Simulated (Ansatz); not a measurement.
## What DFT gives for BN (P6_3/mmc)

The conventional cell has a = 2.504 Å, b = 2.504 Å, c = 7.016 Å, α = 90.00°, β = 90.00°, γ = 120.00°. B (atom 1) has 3 N at 1.45 Å as nearest neighbours. N (atom 3) is surrounded by 3 B at 1.45 Å.

Ansatz runs use the cell relaxed by PAW under their functional.

Q: How stiff is it? (PBEsol, all-electron LAPW in Ansatz 0.2.0, scalar-relativistic; a = 2.504, c = 7.016 Å; k mesh 10×10×4, strains of ±0.003, fixed occupations, basis error target 1 meV/atom)

A: Elastic moduli (Hill averages, relaxed ions; θ_D from sound speeds over directions): B = 120 GPa, G = 84.8 GPa, C11 = 831 GPa, C33 = 10.5 GPa, C44 = 3.1 GPa, ν = 0.214, θ_D = 294 K.

Q: How does it vibrate? (PBEsol, all-electron LAPW in Ansatz 0.2.0, scalar-relativistic; a = 2.504, c = 7.016 Å; k mesh 10×10×4, fixed occupations, basis error target 1 meV/atom; q mesh 1×1×1)

A: Harmonic phonons by finite displacements (no LO-TO term; negative means unstable): highest mode = 1362 cm⁻¹, lowest optical at Γ = 33.9 cm⁻¹.

Q: How does it screen a field? (PBEsol, PAW on Ansatz 0.2.0's default frozen-core files (fitted under PBE), scalar-relativistic; a = 2.504, c = 7.016 Å; k mesh 10×10×4, fixed occupations, cutoff 420 eV)

A: Dielectric response and Born charges by linear response (direction means): ε∞ = 3.92, largest |Z*| = 2.02 e, ε₀ = 5.1.

Caveats: no dispersion correction, so the spacing and stiffness between layers or molecules are poor; zone-boundary modes aren't tested (phonons, field response); frozen-core PAW files fitted under PBE, their cores solved anew for the functional of the run (field response); semilocal gaps are low, so ε∞ comes out large.
